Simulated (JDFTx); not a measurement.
# MgO (Fm-3m) in JDFTx: further runs

One crystal, MgO, is run at these levels: r2SCAN; tasks: equation of state.

Program: JDFTx 1.7.0 (patched build). These are calculated values, not measurements. Logs are shortened: lines on timing, memory, paths and dates and some standing lists are left out, and cuts for length are marked. The log counts tension as positive stress, the text compression.

## (1) The structure

It takes space group Fm-3m (No. 225, cubic). Conventional cell: a = 4.194 Å, b = 4.194 Å, c = 4.194 Å, α = 90.00°, β = 90.00°, γ = 90.00°. Mg (site symmetry m-3m) has 6 O at 2.10 Å as nearest neighbours. O (site symmetry m-3m) is surrounded by 6 Mg at 2.10 Å.

The cell is a database's computed one.

## (2) Equation of state, r2SCAN, 8.67 Å³/atom (volume scaled by 0.94)

MgO.in

```
lattice \
    0.0000000000     3.8818629976     3.8818629976 \
    3.8818629976     0.0000000000     3.8818629976 \
    3.8818629976     3.8818629976     0.0000000000
coords-type Lattice
ion Mg     0.0000000000     0.0000000000     0.0000000000 1
ion O      0.5000000000     0.5000000000     0.5000000000 1

ion-species pseudo/Mg.upf
ion-species pseudo/O.upf
elec-cutoff 50 400
elec-ex-corr mgga-x-r2scan mgga-c-r2scan
kpoint-folding 11 11 11
elec-smearing Fermi 0.0018374661
elec-n-bands 14
electronic-SCF nIterations 100 energyDiffThreshold 1e-09
electronic-minimize nIterations 30 energyDiffThreshold 1e-7
forces-output-coords Cartesian

dump-name run.$VAR
dump End Ecomponents EigStats BandEigs Kpoints Forces Stress ElecDensity KEdensity
```

Potentials or basis: SG15-PBE-1.2 with smoothed tails.

The run is started by

```
> jdftx -c 1 -i MgO.in -o MgO.out
```

What it wrote:

```text
*************** JDFTx 1.7.0 (patched build) ***************

Input parsed successfully to the following command list (including defaults):
[... the input with its defaults ...]

---------- Setting up symmetries ----------

Found 48 point-group symmetries of the bravais lattice
Found 48 space-group symmetries with basis
Applied RMS atom displacement 0 bohrs to make symmetries exact.

---------- Initializing the Grid ----------
R =
[            0      3.88186      3.88186  ]
[      3.88186            0      3.88186  ]
[      3.88186      3.88186            0  ]
unit cell volume = 116.991
G =
[    -0.8093     0.8093     0.8093  ]
[     0.8093    -0.8093     0.8093  ]
[     0.8093     0.8093    -0.8093  ]
Minimum fftbox size, Smin = [  52  52  52  ]
Chosen fftbox size, S = [  54  54  54  ]

---------- Initializing tighter grid for wavefunction operations ----------
R =
[            0      3.88186      3.88186  ]
[      3.88186            0      3.88186  ]
[      3.88186      3.88186            0  ]
unit cell volume = 116.991
G =
[    -0.8093     0.8093     0.8093  ]
[     0.8093    -0.8093     0.8093  ]
[     0.8093     0.8093    -0.8093  ]
Minimum fftbox size, Smin = [  36  36  36  ]
Chosen fftbox size, S = [  36  36  36  ]

---------- Exchange Correlation functional ----------
Initialized LibXC exchange functional 'Re-regularized SCAN exchange by Furness et al'
Initialized LibXC correlation functional 'Re-regularized SCAN correlation by Furness et al'

---------- Setting up pseudopotentials ----------
Width of ionic core gaussian charges (only for fluid interactions / plotting) set to 0

Reading pseudopotential file 'pseudo/Mg.upf':
  'Mg' pseudopotential, 'PBE' functional
  Generated using ONCVPSP code by D. R. Hamann
  10 valence electrons, 0 orbitals, 4 projectors, 602 radial grid points, with lMax = 1
  Core radius for overlap checks: 2.17 bohrs.

Reading pseudopotential file 'pseudo/O.upf':
  'O' pseudopotential, 'PBE' functional
  Generated using ONCVPSP code by D. R. Hamann
  6 valence electrons, 0 orbitals, 4 projectors, 602 radial grid points, with lMax = 1
  Core radius for overlap checks: 1.29 bohrs.

Initialized 2 species with 2 total atoms.

Folded 1 k-points by 11x11x11 to 1331 k-points.

---------- Setting up k-points, bands, fillings ----------
Reduced to 56 k-points under symmetry.
Computing the number of bands and number of electrons
Calculating initial fillings.
nElectrons:  16.000000   nBands: 14   nStates: 56

----- Setting up reduced wavefunction bases (one per k-point) -----
average nbasis = 1975.389 , ideal nbasis = 1975.603

---------- Setting up ewald sum ----------
Optimum gaussian width for ewald sums = 1.763075 bohr.
Real space sum over 1331 unit cells with max indices [  5  5  5  ]
Reciprocal space sum over 2197 terms with max indices [  6  6  6  ]

---------- Allocating electronic variables ----------
Initializing wave functions:  (No orbitals for LCAO)  bandwidth-limited random numbers

Setting the auxilliary hamiltonian equal to the subspace hamiltonian.

-------- Electronic minimization -----------
Will mix electronic and kinetic density at each iteration.
	FillingsUpdate:  mu: +1.121505439  nElectrons: 16.000000
	FillingsUpdate:  mu: -0.000000000  nElectrons: 16.000000
SCF: Cycle:  0   F: -68.548682875693089   dF: -2.765e+01   |Residual|: 9.636e+00   |deigs|: 1.870e+00
	FillingsUpdate:  mu: +0.100000000  nElectrons: 16.000000
SCF: Cycle:  1   F: -69.293674000625288   dF: -7.450e-01   |Residual|: 9.306e+00   |deigs|: 4.011e-01
	FillingsUpdate:  mu: +0.530763037  nElectrons: 16.000000
SCF: Cycle:  2   F: -70.226404938427947   dF: -9.327e-01   |Residual|: 2.045e+00   |deigs|: 7.870e-01
	FillingsUpdate:  mu: +0.548498074  nElectrons: 16.000000
SCF: Cycle:  3   F: -70.438242582075077   dF: -2.118e-01   |Residual|: 2.257e+00   |deigs|: 2.449e-01
	FillingsUpdate:  mu: +0.543714315  nElectrons: 16.000000
SCF: Cycle:  4   F: -70.465966612679097   dF: -2.772e-02   |Residual|: 1.538e+00   |deigs|: 1.628e-02
	FillingsUpdate:  mu: +0.523943558  nElectrons: 16.000000
SCF: Cycle:  5   F: -70.491682347938237   dF: -2.572e-02   |Residual|: 3.325e-01   |deigs|: 5.965e-02
	FillingsUpdate:  mu: +0.524384644  nElectrons: 16.000000
SCF: Cycle:  6   F: -70.491717138007800   dF: -3.479e-05   |Residual|: 2.897e-01   |deigs|: 3.404e-03
	FillingsUpdate:  mu: +0.530979298  nElectrons: 16.000000
SCF: Cycle:  7   F: -70.492858760981136   dF: -1.142e-03   |Residual|: 5.069e-02   |deigs|: 1.945e-02
	FillingsUpdate:  mu: +0.532322059  nElectrons: 16.000000
SCF: Cycle:  8   F: -70.492907045534309   dF: -4.828e-05   |Residual|: 6.843e-02   |deigs|: 2.276e-03
	FillingsUpdate:  mu: +0.532140920  nElectrons: 16.000000
SCF: Cycle:  9   F: -70.492919986032518   dF: -1.294e-05   |Residual|: 1.492e-02   |deigs|: 2.370e-03
	FillingsUpdate:  mu: +0.532082973  nElectrons: 16.000000
SCF: Cycle: 10   F: -70.492923487008795   dF: -3.501e-06   |Residual|: 6.366e-03   |deigs|: 3.348e-04
	FillingsUpdate:  mu: +0.532063441  nElectrons: 16.000000
SCF: Cycle: 11   F: -70.492923901815345   dF: -4.148e-07   |Residual|: 2.581e-03   |deigs|: 2.445e-04
	FillingsUpdate:  mu: +0.532071097  nElectrons: 16.000000
SCF: Cycle: 12   F: -70.492923931841062   dF: -3.003e-08   |Residual|: 1.025e-04   |deigs|: 1.121e-04
	FillingsUpdate:  mu: +0.532073701  nElectrons: 16.000000
SCF: Cycle: 13   F: -70.492923933322771   dF: -1.482e-09   |Residual|: 6.806e-05   |deigs|: 2.384e-05
	FillingsUpdate:  mu: +0.532073103  nElectrons: 16.000000
SCF: Cycle: 14   F: -70.492923933558586   dF: -2.358e-10   |Residual|: 6.635e-05   |deigs|: 2.053e-05
	FillingsUpdate:  mu: +0.532072879  nElectrons: 16.000000
SCF: Cycle: 15   F: -70.492923933599442   dF: -4.086e-11   |Residual|: 3.431e-05   |deigs|: 1.802e-05
SCF: Converged (|Delta E|<1.000000e-09 for 2 iters).

Setting wave functions to eigenvectors of Hamiltonian

# Stress tensor in Cartesian coordinates [Eh/a0^3]:
[ -0.000502948            0            0  ]
[            0 -0.000502948            0  ]
[            0            0 -0.000502948  ]

# Ionic positions in lattice coordinates:
ion Mg   0.000000000000000   0.000000000000000   0.000000000000000 1
ion O   0.500000000000000   0.500000000000000   0.500000000000000 1

# Forces in Cartesian coordinates:
force Mg  -0.000000000000000   0.000000000000000  -0.000000000000000 1
force O  -0.000000000000000  -0.000000000000000   0.000000000000000 1

# Energy components:
   Eewald =      -48.5790707147264627
       EH =       15.2838766318831016
     Eloc =      -53.3687546215550057
      Enl =       -9.5199980552758650
      Exc =      -10.7403925869977197
       KE =       36.4314154130725001
-------------------------------------
     Etot =      -70.4929239335994424
       TS =        0.0000000000000014
-------------------------------------
        F =      -70.4929239335994424

IonicMinimize: Iter:   0  F: -70.492923933599442  |grad|_K:       -nan
IonicMinimize: None of the convergence criteria satisfied after 0 iterations.

Dumping 'run.eigStats' ...
	eMin: -2.411369 at state 0 ( [ +0.000000 +0.000000 +0.000000 ] spin 0 )
	HOMO: +0.345159 at state 0 ( [ +0.000000 +0.000000 +0.000000 ] spin 0 )
	mu  : +0.532073
	LUMO: +0.577376 at state 0 ( [ +0.000000 +0.000000 +0.000000 ] spin 0 )
	eMax: +1.409157 at state 32 ( [ +0.000000 +0.363636 -0.454545 ] spin 0 )
	HOMO-LUMO gap: +0.232217
	Optical gap  : +0.232217 at state 0 ( [ +0.000000 +0.000000 +0.000000 ] spin 0 )
Done!
[note: mu as printed may lie anywhere between the filled and the empty levels]
```

It took 1.9 min on 1 thread of Intel Xeon 6975P-C (Granite Rapids), shared host; peak memory 0.15 GiB.

Results:

```
Free energy            : -1918.2102 eV
Pressure               : 14.8 GPa
Band gap on the k mesh : 6.32 eV, direct
```

Caveat: the potentials were made for another functional, which shifts forces and pressure.

## (3) Equation of state, r2SCAN, 8.85 Å³/atom (volume scaled by 0.96)

Changes to MgO.in since step 2:

```diff
@@ -1,5 +1,5 @@
 lattice \
-    0.0000000000     3.8818629976     3.8818629976 \
-    3.8818629976     0.0000000000     3.8818629976 \
-    3.8818629976     3.8818629976     0.0000000000
+    0.0000000000     3.9092009618     3.9092009618 \
+    3.9092009618     0.0000000000     3.9092009618 \
+    3.9092009618     3.9092009618     0.0000000000
 coords-type Lattice
@@ -20,2 +20,2 @@
 dump-name run.$VAR
-dump End Ecomponents EigStats BandEigs Kpoints Forces Stress ElecDensity KEdensity
+dump End Ecomponents EigStats BandEigs Kpoints Forces Stress
```

Potentials or basis: SG15-PBE-1.2 with smoothed tails.

The run is started by

```
> jdftx -c 1 -i MgO.in -o MgO.out
```

Run time: 2 min. Hardware: 1 thread of Intel Xeon 6975P-C (Granite Rapids), shared host; peak memory 0.15 GiB.

Results (log left out):

| Quantity | Value |
| --- | --- |
| Free energy | -1918.2393 eV |
| Pressure | 10.3 GPa |
| Band gap on the k mesh | 6.09 eV, direct |

Caveat: the potentials were made for another functional, which shifts forces and pressure.

## (4) Equation of state, r2SCAN, 9.04 Å³/atom (volume scaled by 0.98)

Changes to MgO.in since step 3:

```diff
@@ -1,5 +1,5 @@
 lattice \
-    0.0000000000     3.9092009618     3.9092009618 \
-    3.9092009618     0.0000000000     3.9092009618 \
-    3.9092009618     3.9092009618     0.0000000000
+    0.0000000000     3.9361618204     3.9361618204 \
+    3.9361618204     0.0000000000     3.9361618204 \
+    3.9361618204     3.9361618204     0.0000000000
 coords-type Lattice
```

The run is started by

```
> jdftx -c 1 -i MgO.in -o MgO.out
```

Wall time 1.8 min (1 thread of Intel Xeon 6975P-C (Granite Rapids), shared host); peak memory 0.15 GiB.

The run converged. Its results:

* Free energy: -1918.2584 eV
* Pressure: 6.2 GPa
* Band gap on the k mesh: 5.87 eV, direct

Caveat: the potentials were made for another functional, which shifts forces and pressure.

## (5) Equation of state, r2SCAN, 9.22 Å³/atom

Changes to MgO.in since step 4:

```diff
@@ -1,5 +1,5 @@
 lattice \
-    0.0000000000     3.9361618204     3.9361618204 \
-    3.9361618204     0.0000000000     3.9361618204 \
-    3.9361618204     3.9361618204     0.0000000000
+    0.0000000000     3.9627583152     3.9627583152 \
+    3.9627583152     0.0000000000     3.9627583152 \
+    3.9627583152     3.9627583152     0.0000000000
 coords-type Lattice
```

The run is started by

```
> jdftx -c 1 -i MgO.in -o MgO.out
```

Run time: 2.4 min. Hardware: 1 thread of Intel Xeon 6975P-C (Granite Rapids), shared host; peak memory 0.15 GiB.

The run converged. Its results:

| Item | Value |
| --- | --- |
| Free energy | -1918.2686 eV |
| Pressure | 2.5 GPa |
| Band gap on the k mesh | 5.66 eV, direct |

Caveat: the potentials were made for another functional, which shifts forces and pressure.

## (6) Equation of state, r2SCAN, 9.41 Å³/atom (volume scaled by 1.02)

Changes to MgO.in since step 5:

```diff
@@ -1,5 +1,5 @@
 lattice \
-    0.0000000000     3.9627583152     3.9627583152 \
-    3.9627583152     0.0000000000     3.9627583152 \
-    3.9627583152     3.9627583152     0.0000000000
+    0.0000000000     3.9890025126     3.9890025126 \
+    3.9890025126     0.0000000000     3.9890025126 \
+    3.9890025126     3.9890025126     0.0000000000
 coords-type Lattice
```

Potentials or basis: SG15-PBE-1.2 with smoothed tails.

The run is started by

```
> jdftx -c 1 -i MgO.in -o MgO.out
```

Run time: 2.1 min. Hardware: 1 thread of Intel Xeon 6975P-C (Granite Rapids), shared host; peak memory 0.15 GiB.

It converged, with:

```yaml
Free_energy: -1918.2708 eV
Pressure: -0.9 GPa
Band_gap_on_the_k_mesh: 5.46 eV, direct
```

Caveat: the potentials were made for another functional, which shifts forces and pressure.

## (7) Equation of state, r2SCAN, 9.59 Å³/atom (volume scaled by 1.04)

Changes to MgO.in since step 6:

```diff
@@ -1,5 +1,5 @@
 lattice \
-    0.0000000000     3.9890025126     3.9890025126 \
-    3.9890025126     0.0000000000     3.9890025126 \
-    3.9890025126     3.9890025126     0.0000000000
+    0.0000000000     4.0149058520     4.0149058520 \
+    4.0149058520     0.0000000000     4.0149058520 \
+    4.0149058520     4.0149058520     0.0000000000
 coords-type Lattice
```

The run is started by

```
> jdftx -c 1 -i MgO.in -o MgO.out
```

Wall time 4.1 min (1 thread of Intel Xeon 6975P-C (Granite Rapids), shared host); peak memory 0.16 GiB.

The run converged. Its results:

```yaml
Free_energy: -1918.2656 eV
Pressure: -3.9 GPa
Band_gap_on_the_k_mesh: 5.27 eV, direct
```

Caveat: the potentials were made for another functional, which shifts forces and pressure.

## (8) Equation of state, r2SCAN, 9.77 Å³/atom (volume scaled by 1.06)

Changes to MgO.in since step 7:

```diff
@@ -1,5 +1,5 @@
 lattice \
-    0.0000000000     4.0149058520     4.0149058520 \
-    4.0149058520     0.0000000000     4.0149058520 \
-    4.0149058520     4.0149058520     0.0000000000
+    0.0000000000     4.0404791902     4.0404791902 \
+    4.0404791902     0.0000000000     4.0404791902 \
+    4.0404791902     4.0404791902     0.0000000000
 coords-type Lattice
```

The run is started by

```
> jdftx -c 1 -i MgO.in -o MgO.out
```

Run time: 2.9 min. Hardware: 1 thread of Intel Xeon 6975P-C (Granite Rapids), shared host; peak memory 0.15 GiB.

The run converged. Its results:

| Quantity | Value |
| --- | --- |
| Free energy | -1918.2538 eV |
| Pressure | -6.6 GPa |
| Band gap on the k mesh | 5.09 eV, direct |

Caveat: the potentials were made for another functional, which shifts forces and pressure.

## (9) Equation of state, r2SCAN

Potentials or basis: SG15-PBE-1.2 with smoothed tails.

No new run: the results of the series are fitted here.

Results:

| Quantity | Value |
| --- | --- |
| Equilibrium volume | 9.36 Å³/atom |
| Bulk modulus | 165 GPa |
| Pressure derivative of the bulk modulus | 4.2 |

Energy against volume, from the lowest point:
| volume (Å³/atom) | energy (meV/atom) |
| --- | --- |
| 8.668 | 30.29 |
| 8.853 | 15.74 |
| 9.037 | 6.16 |
| 9.221 | 1.06 |
| 9.406 | 0.00 |
| 9.590 | 2.60 |
| 9.775 | 8.49 |

Caveat: the potentials were made for another functional, which shifts forces and pressure.
